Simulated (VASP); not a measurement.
The system is Cd.

```
CELL_PARAMETERS angstrom
0.00000 2.45749 2.45749
2.45749 0.00000 2.45749
2.45749 2.45749 0.00000
ATOMIC_POSITIONS crystal
Cd 0.00000 0.00000 0.00000
```

This isn't the form of Cd at room conditions, which is hcp.

The cell isn't the ideal one: Hg -> Cd on all its sites, in the parent's cell.

| Property | Result |
| --- | --- |
| Program | VASP 6.6.1 |
| Task | relaxation of cell and atoms |
| Functional | PBE |
| Dispersion | D3(BJ) |
| Potentials or basis | VASP PAW PBE potentials, release 64 (Cd) |
| Cutoff | 600 eV |
| k mesh | 14 × 14 × 14 |
| Occupations | gaussian, width 0.1 eV |
| Spin | no spin polarisation |

At the start: pressure -6.4 GPa; volume 29.68 Å³/atom.

How do energy, volume and symmetry change on relaxing?

Over 5 steps the energy falls by 254.4 meV/atom and the volume is 21.49 Å³/atom (-27.6 %); space group Fm-3m (No. 225, to 0.05 Å).

Step by step:
```
step  energy change (eV)  largest force (eV/Å)  pressure (GPa)  volume (Å³)
   1              0.0000                0.0000           -6.44        29.68
   2             -0.1887                0.0000           -5.28        24.85
   3             -0.2527                0.0000           -1.13        21.95
   4             -0.2542                0.0000            0.44        21.31
   5             -0.2544                0.0000           -0.02        21.49
```

Final structure:
```xyz
1
Lattice="0.0000 2.2067 2.2067 2.2067 0.0000 2.2067 2.2067 2.2067 0.0000" Properties=species:S:1:pos:R:3 pbc="T T T"
Cd    0.0000    0.0000    0.0000
```

Caveat: the volume moved by over 15 % at a fixed basis, so the end points are rough; pairwise dispersion overbinds metals, which lowers pressure and volume.
